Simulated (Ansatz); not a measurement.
SnTe:

```
Te Sn
1.0
     3.90470    0.00000    0.00000
     0.00000    3.90470    0.00000
     0.00000    0.00000    3.90470
Te Sn
1 1
Direct
  0.50000 0.50000 0.50000
  0.00000 0.00000 0.00000
```

Measurements of this composition are mostly on another form, of space group No. 225.

* Program: Ansatz 0.2.0
* Task: relaxation of cell and atoms
* Functional: PBEsol0
* Potentials or basis: Ansatz PAW
* Cutoff: 420 eV (not typed: the program's choice for these potentials)
* k mesh: 4 × 4 × 4
* Occupations: fermi-dirac, width 0.05 eV
* Spin: no spin polarisation

At the start: volume 29.77 Å³/atom.

How do energy, volume and symmetry change on relaxing?

It ends after 5 steps and the volume is 28.38 Å³/atom (-4.6 %); space group Pm-3m (No. 221, to 0.05 Å).

Step by step:
| step | energy change (eV) | largest force (eV/Å) | volume (Å³) |
| --- | --- | --- | --- |
| 1 | 0.0000 | 0.0000 | 59.53 |
| 2 | -0.0215 | 0.0000 | 56.18 |
| 3 | -0.0224 | 0.0000 | 56.83 |
| 4 | -0.0224 | 0.0000 | 56.77 |
| 5 | -0.0217 | 0.0000 | 56.77 |

Final structure:
```
Te Sn
1.0
     3.84329    0.00000    0.00000
     0.00000    3.84329    0.00000
     0.00000    0.00000    3.84329
Te Sn
1 1
Cartesian
  1.9216 1.9216 1.9216
  0.0000 0.0000 0.0000
```

Caveat: the k mesh is coarse (spacing up to 0.40 Å⁻¹), so the values aren't converged, least of all with exact exchange; the plane-wave basis is chosen anew once the cell has moved, so the energies of steps on either side of that aren't comparable; the PAW data sets come from PBE, with cores solved anew for the run's functional, which leaves a small shift of forces and pressure.
